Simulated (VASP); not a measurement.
# Bi: convergence, nudged elastic band

Bi, defect, 15 atoms in the cell. PBE, nudged elastic band; PAW potentials Bi_d (PBE set). VASP 6.6.1.

Wanted: barrier within 0.02 eV.

Path: a Bi atom hops into a neighbouring Bi vacancy; Moving images: 1.

The series start from Cutoff ENCUT (eV): 250; k mesh: 3 × 3 × 3; SCF threshold EDIFF (eV): 1e-5; PREC: Normal; LREAL: no. Each series keeps the choices made before it, and each single choice may use up half of a tolerance. Times cover all steps of a run.

## Cutoff ENCUT (eV)

| Cutoff ENCUT (eV) | Barrier (eV) | Time (s) |
|---|---|---|
| 200 | 0.044 | 631 |
| 250 | 0.038 | 809 |
| 300 | 0.038 | 1156 |
| 350 | 0.038 | 1768 |
| 400 (reference) | 0.038 | 2012 |

Chosen: 200, the loosest value from which every tighter one stays within half of the tolerance.

## k mesh

| k mesh | Barrier (eV) | Time (s) |
|---|---|---|
| 1 × 1 × 1 | no result | 1610 |
| 2 × 2 × 2 | 0.215 | 574 |
| 3 × 3 × 3 | 0.044 | 631 |
| 4 × 4 × 4 (reference) | 0.044 | 1119 |

Chosen: 3 × 3 × 3.

## All choices together

| Input | Barrier (eV) | Time (s) |
|---|---|---|
| chosen settings | 0.044 | 631 |
| reference settings throughout | 0.044 | 3341 |

The chosen settings stay within the tolerance of the reference run, but the reference itself isn't shown to be converged in: SCF threshold EDIFF (eV).

## The input

INCAR.step1:
```
SYSTEM = Bi
ALGO = Normal
EDIFF = 1E-5
EDIFFG = -0.02
ENCUT = 200
IBRION = 2
ISIF = 2
ISMEAR = 1
KPAR = 8
LASPH = .True.
LCHARG = .False.
LREAL = .False.
LWAVE = .False.
NELM = 100
NSW = 100
POTIM = 0.5
PREC = Normal
SIGMA = 0.1
```

INCAR.step3, as INCAR.step1 but for:
```
- EDIFFG = -0.02
- IBRION = 2
- ISIF = 2
- POTIM = 0.5
+ EDIFFG = -0.05
+ IBRION = 1
+ IMAGES = 1
+ POTIM = 0.3
+ SPRING = -5
```

KPOINTS:
```
Automatic mesh
0
Gamma
  3 3 3
  0 0 0
```

00/POSCAR:
```
Bi
1.0
    4.5350000000      2.6182834708      7.8760000000
   -4.5350000000      2.6182834708      7.8760000000
    0.0000000000     -5.2365669416      7.8760000000
Bi
15
Direct
    0.3821497109      0.3821497109      0.8851506836
    0.3821497109      0.8851506836      0.3821497109
    0.3927447181      0.8812815383      0.8812815383
    0.8851506836      0.3821497109      0.3821497109
    0.8812815383      0.3927447181      0.8812815383
    0.8812815383      0.8812815383      0.3927447181
    0.8726021078      0.8726021078      0.8726021078
    0.1192176562      0.1192176562      0.1192176562
    0.1095570897      0.1095570897      0.6415993636
    0.1095570897      0.6415993636      0.1095570897
    0.1820383746      0.5782742752      0.5782742752
    0.6415993636      0.1095570897      0.1095570897
    0.5782742752      0.1820383746      0.5782742752
    0.5782742752      0.5782742752      0.1820383746
    0.6211218679      0.6211218679      0.6211218679
```

01/POSCAR:
```
Bi
1.0
    4.5350000000      2.6182834708      7.8760000000
   -4.5350000000      2.6182834708      7.8760000000
    0.0000000000     -5.2365669416      7.8760000000
Bi
15
Direct
    0.3773169133      0.3780069246      0.8954840664
    0.3773169133      0.8954840664      0.3780069246
    0.3778309545      0.8887660313      0.8887660313
    0.8732171698      0.3883833501      0.3883833501
    0.8930190287      0.4154172852      0.8570706228
    0.8930190287      0.8570706228      0.4154172852
    0.8565664564      0.8892097785      0.8892097785
    0.1043577804      0.1267981142      0.1267981142
    0.1049112989      0.1197967946      0.6375991025
    0.1049112989      0.6375991025      0.1197967946
    0.2407823743      0.5081820638      0.5081820638
    0.6255187516      0.1261642814      0.1261642814
    0.5896597571      0.1582084734      0.6005527566
    0.5896597571      0.6005527566      0.1582084734
    0.6089125171      0.6273603547      0.6273603547
```

02/POSCAR:
```
Bi
1.0
    4.5350000000      2.6182834708      7.8760000000
   -4.5350000000      2.6182834708      7.8760000000
    0.0000000000     -5.2365669416      7.8760000000
Bi
15
Direct
    0.3724841158      0.3738641384      0.9058174491
    0.3724841158      0.9058174491      0.3738641384
    0.3629171910      0.8962505243      0.8962505243
    0.8612836559      0.3946169893      0.3946169893
    0.9047565190      0.4380898523      0.8328597073
    0.9047565190      0.8328597073      0.4380898523
    0.8405308051      0.9058174491      0.9058174491
    0.0894979046      0.1343785722      0.1343785722
    0.1002655081      0.1300364996      0.6335988414
    0.1002655081      0.6335988414      0.1300364996
    0.2995263740      0.4380898523      0.4380898523
    0.6094381397      0.1427714730      0.1427714730
    0.6010452389      0.1343785722      0.6228312379
    0.6010452389      0.6228312379      0.1343785722
    0.5967031662      0.6335988414      0.6335988414
```

POSCAR.step1:
```
Bi
1.0
    4.5350000000      2.6182834708      7.8760000000
   -4.5350000000      2.6182834708      7.8760000000
    0.0000000000     -5.2365669416      7.8760000000
Bi
15
Direct
    0.3830000000      0.3830000000      0.8830000000
    0.3830000000      0.8830000000      0.3830000000
    0.3830000000      0.8830000000      0.8830000000
    0.8830000000      0.3830000000      0.3830000000
    0.8830000000      0.3830000000      0.8830000000
    0.8830000000      0.8830000000      0.3830000000
    0.8830000000      0.8830000000      0.8830000000
    0.1170000000      0.1170000000      0.1170000000
    0.1170000000      0.1170000000      0.6170000000
    0.1170000000      0.6170000000      0.1170000000
    0.1170000000      0.6170000000      0.6170000000
    0.6170000000      0.1170000000      0.1170000000
    0.6170000000      0.1170000000      0.6170000000
    0.6170000000      0.6170000000      0.1170000000
    0.6170000000      0.6170000000      0.6170000000
```

POSCAR.step2:
```
Bi
1.0
    4.5350000000      2.6182834708      7.8760000000
   -4.5350000000      2.6182834708      7.8760000000
    0.0000000000     -5.2365669416      7.8760000000
Bi
15
Direct
    0.3830000000      0.3830000000      0.8830000000
    0.3830000000      0.8830000000      0.3830000000
    0.3830000000      0.8830000000      0.8830000000
    0.8830000000      0.3830000000      0.3830000000
    0.8830000000      0.3830000000      0.8830000000
    0.8830000000      0.8830000000      0.3830000000
    0.8830000000      0.8830000000      0.8830000000
    0.1170000000      0.1170000000      0.1170000000
    0.1170000000      0.1170000000      0.6170000000
    0.1170000000      0.6170000000      0.1170000000
    0.3830000000      0.3830000000      0.3830000000
    0.6170000000      0.1170000000      0.1170000000
    0.6170000000      0.1170000000      0.6170000000
    0.6170000000      0.6170000000      0.1170000000
    0.6170000000      0.6170000000      0.6170000000
```

Commands (each step's output is kept before the next begins):
```
cat potpaw_PBE.64/Bi_d/POTCAR > POTCAR
cp INCAR.step1 INCAR
cp POSCAR.step1 POSCAR
mpirun -np 8 vasp_std > vasp.out
cp POSCAR.step2 POSCAR
mpirun -np 8 vasp_std > vasp.out
# 00 and 02 hold the relaxed ends; the images between are interpolated (pair-distance (IDPP))
cp INCAR.step3 INCAR
mpirun -np 8 vasp_std > vasp.out
```

Limits: the cell holds 15 atoms, so the vacancy or interstitial meets its own images and the barrier isn't that of a lone defect; the atom stays on the straight, symmetric line between the sites, so the barrier is an upper bound: a way around it wasn't tried; a single image in the middle can't show two humps with a dip between them, and says nothing of the springs.

The chosen input took VASP 6.6.1 631 s on 8 cores (AMD EPYC 9R45 (Zen 5)), a shared host.
